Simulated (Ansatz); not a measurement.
Re: pressure and energy less free atoms as volume per atom varies

Results calculated with Ansatz 0.2.0, not measured. Periodic Kohn-Sham DFT of a crystal at fixed atoms; pressure and stress are positive in compression; the energy is the free energy less that of spherical unpolarised free atoms; site moments are those in the method's own spheres, positive along +z.

Cell of the first row (space group P6_3/mmc, No. 194):
```
Re
1.0
      2.5498     0.0000     0.0000
     -1.2749     2.2082     0.0000
      0.0000     0.0000     4.0770
Re
2
Direct
  0.33333 0.66667 0.25000
  0.66667 0.33333 0.75000
```

Settings of every row: method all-electron LAPW; functional PBE; relativity scalar; k mesh 14x14x8; filling fermi-dirac; smearing width 0.05 eV; basis error target 0.25 meV/atom; nucleus gaussian.

Atom start moment: 0 on all atoms.

Limits: all rows lie far from zero pressure; cell far from its zero-pressure volume; no spin-orbit coupling on heavy atoms.

```csv
row,volume per atom (Å³),pressure (GPa),energy less free atoms (eV/atom)
1,11.477,169.351,-10.08
2,11.484,168.827,-10.0864
3,11.722,149.281,-10.3226
4,11.966,130.913,-10.5359
5,12.088,?,?
6,12.21,114.112,-10.7224
7,12.332,106.263,-10.8064
8,12.454,98.764,-10.8845
9,12.698,84.754,-11.0242
10,12.943,71.963,-11.1435
```

Question: what pressure and energy less free atoms should row 5 give?

Worked fit of pressure. Take u = (V_r/V)^(2/3) − 1 with V_r = 12.21 Å³ an atom, which is twice the finite (Eulerian) strain; such expansions in the strain, on which the Birch-Murnaghan equation of state is built, carry the rest volume and the bulk modulus. The shown rows have u = 0.04214, 0.04171, 0.02756, 0.01355, 0, -0.00661, -0.0131, -0.02579, -0.03812. Least squares give pressure = 114.1155 + 1204.034 × u + 2563.82 × u² GPa; a straight line predicts inner rows, each left out in turn, worse (root mean square 1.7 against 0.03 GPa). The rows lie off it by -0.055, 0.031, 0.035, 0.012, -0.004, -0.006, -0.019, -0.015, 0.020 (root mean square 0.027 GPa). The withheld row has u = 0.00672, so the fit gives 114.1155 + 1204.034 × (0.00672) + 2563.82 × (0.00672)² = 122.322 GPa.

The calculation gave 122.324 GPa. The fit lies 0.002 GPa (0.0021 % of the column's range) below it; its largest miss of a shown row is 0.055 GPa.

Worked fit of energy less free atoms. Take u = (V_r/V)^(2/3) − 1 with V_r = 12.21 Å³ an atom, which is twice the finite (Eulerian) strain; such expansions in the strain, on which the Birch-Murnaghan equation of state is built, carry the rest volume and the bulk modulus. The shown rows have u = 0.04214, 0.04171, 0.02756, 0.01355, 0, -0.00661, -0.0131, -0.02579, -0.03812. Least squares give energy less free atoms = −10.7224 + 13.0499 × u + 52.439 × u² eV/atom; a straight line predicts inner rows, each left out in turn, worse (root mean square 0.034 against 0.00035 eV/atom). The rows lie off it by -0.0006, 0.0005, 0.0003, 0.0000, 0.0000, 0.0000, -0.0001, -0.0001, 0.0002 (root mean square 0.00029 eV/atom). The withheld row has u = 0.00672, so the fit gives −10.7224 + 13.0499 × (0.00672) + 52.439 × (0.00672)² = -10.6323 eV/atom.

The calculation gave -10.6324 eV/atom. The fit lies 0.0001 eV/atom (0.0094 % of the column's range) above it, one unit of the last digit.
